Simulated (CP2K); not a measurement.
Runs of CP2K 2026.2 on Zr. The structure is hexagonal, space group P6_3/mmc (No. 194). The conventional cell has a = 3.232 Å, b = 3.232 Å, c = 5.147 Å, α = 90.00°, β = 90.00°, γ = 120.00°. Zr (site symmetry -6m2) is surrounded by 12 Zr at 3.18 to 3.23 Å. 

| level | potentials or basis | smearing | NGRIDS | basis sets | potentials | points a segment of the path (NPOINTS) | bands added on the path | gap on the mesh (eV) | pressure (GPa) |
| --- | --- | --- | --- | --- | --- | --- | --- | --- | --- |
| r2SCAN | POTENTIAL_UZH Zr GTH-SCAN-q12; TZVP-MOLOPT-SCAN-GTH basis | fermi-dirac 0.1 eV | 5 | Zr TZVP-MOLOPT-SCAN-GTH-q12 | Zr GTH-SCAN-q12 of POTENTIAL_UZH | 8 | 4 | none | 2.3 |
| LDA | GTH_POTENTIALS Zr GTH-PADE-q12; TZVP-MOLOPT-PBE-GTH basis | fermi-dirac 0.01 eV | 5 | Zr TZVP-MOLOPT-PBE-GTH-q12 | Zr GTH-PADE-q12 of GTH_POTENTIALS | 10 | 2 | none | -6.3 |
| PBE | POTENTIAL_UZH Zr GTH-PBE-q12; TZVP-MOLOPT-PBE-GTH basis | fermi-dirac 0.01 eV | 4 | Zr TZVP-MOLOPT-PBE-GTH-q12 | Zr GTH-PBE-q12 of POTENTIAL_UZH | 8 | 4 | none | (a) |
| PBE | POTENTIAL_UZH Zr GTH-PBE-q12; TZVP-MOLOPT-PBE-GTH basis | fermi-dirac 0.1 eV | 5 | Zr TZVP-MOLOPT-PBE-GTH-q12 | Zr GTH-PBE-q12 of POTENTIAL_UZH | 10 | 2 | none | 1.2 |
| TB-mBJ | POTENTIAL_UZH Zr GTH-PBE-q12; TZVP-MOLOPT-PBE-GTH basis | fermi-dirac 0.05 eV | 5 | Zr TZVP-MOLOPT-PBE-GTH-q12 | Zr GTH-PBE-q12 of POTENTIAL_UZH | 6 | 2 | none | - |
| PBEsol | POTENTIAL_UZH Zr GTH-PBE-q12; TZVP-MOLOPT-PBE-GTH basis | fermi-dirac 0.0259 eV | 5 | Zr TZVP-MOLOPT-PBE-GTH-q12 | Zr GTH-PBE-q12 of POTENTIAL_UZH | 10 | 2 | none | (b) |

Alike in all rows: task band structure; no spin polarisation; cell as given; k mesh 9 × 9 × 5.

Task: Estimate the missing entries.

Result: (a) 1.3; (b) -2.4.

Caveats: the basis of atomic orbitals isn't converged, which shifts pressures, moduli and gaps; the potentials were made for another functional, which shifts forces and pressure (some runs); this is a model potential without an energy functional, so only levels have meaning (some runs).

A k mesh can miss the band edges, and the runs leave out spin-orbit coupling on Zr.

A gap of «none» marks a metal or a gap under the smearing width.
